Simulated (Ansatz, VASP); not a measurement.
Two plane-wave programs on Os

```
Os
1.0
     0.00000    1.90192    1.90192
     1.90192    0.00000    1.90192
     1.90192    1.90192    0.00000
Os
1
Direct
  0.00000 0.00000 0.00000
```

Alike in both runs: functional LDA; k mesh 14 × 14 × 14; occupations fermi-dirac, width 0.1 eV; no spin polarisation.

Ansatz relaxed the structure, and its values are those at the end. VASP's run is a single point on that final structure, the one shown.

```csv
,VASP,Ansatz
version,VASP 6.6.1,Ansatz 0.2.0
potentials or method,"VASP PAW LDA potentials, release 64 (Os)","plane waves (420 eV) with PAW, scalar-relativistic"
plane-wave cutoff (eV),520,420
valence electrons in the cell,8,16
```

```csv
,VASP,Ansatz,Ansatz less VASP
pressure (GPa),1.1,0.0,-1.03
```

The two sets of potentials don't hold the same shells in valence. Ansatz warned: «pseudo_functional_mismatch».

The runs have no spin-orbit coupling, so splittings on Os are missing.
